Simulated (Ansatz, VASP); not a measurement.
# Two plane-wave programs on In2O3

```xyz
10
Lattice="2.7879 1.6096 4.9183 -2.7879 1.6096 4.9183 0.0000 -3.2192 4.9183" Properties=species:S:1:pos:R:3 pbc="T T T"
In    0.0000    0.0000    5.2705
In    0.0000    0.0000    2.1070
In    0.0000    0.0000    9.4844
In    0.0000    0.0000   12.6480
O    -1.1340    1.6096    8.6070
O    -0.8270   -1.7869    8.6070
O     1.9610    0.1773    8.6070
O     1.1340   -1.6096    6.1479
O     0.8270    1.7869    6.1479
O    -1.9610   -0.1773    6.1479
```

Alike in both runs: functional PBE; k mesh 6 × 6 × 6; occupations gaussian, width 0.02 eV; no spin polarisation.

Ansatz relaxed the structure, and its values are those at the end. VASP's run is a single point on that final structure, the one shown.

|  | VASP | Ansatz |
| --- | --- | --- |
| version | VASP 6.6.1 | Ansatz 0.2.0 |
| potentials or method | VASP PAW PBE potentials, release 64 (In_d, O) | scalar-relativistic, plane waves, PAW |
| plane-wave cutoff (eV) | 520 | 420 |
| valence electrons in the cell | 88 | 88 |

Ansatz gave:

| Quantity | Value |
| --- | --- |
| gap on the k mesh at the Fermi level (eV) | 0.97 |
| least direct gap on the mesh (eV) | 1.04 |
| pressure (GPa) | 0.0 |
| rms of the force components (eV/Å) | 0.002 |

Task: Which values does VASP return?

Result: gap on the k mesh at the Fermi level (eV): 0.96; least direct gap on the mesh (eV): 1.04; pressure (GPa): 0.4; rms of the force components (eV/Å): 0.008.

Caveats: spin-orbit coupling is left out, which moves the levels of the heavy elements. A k mesh can miss the band edges.
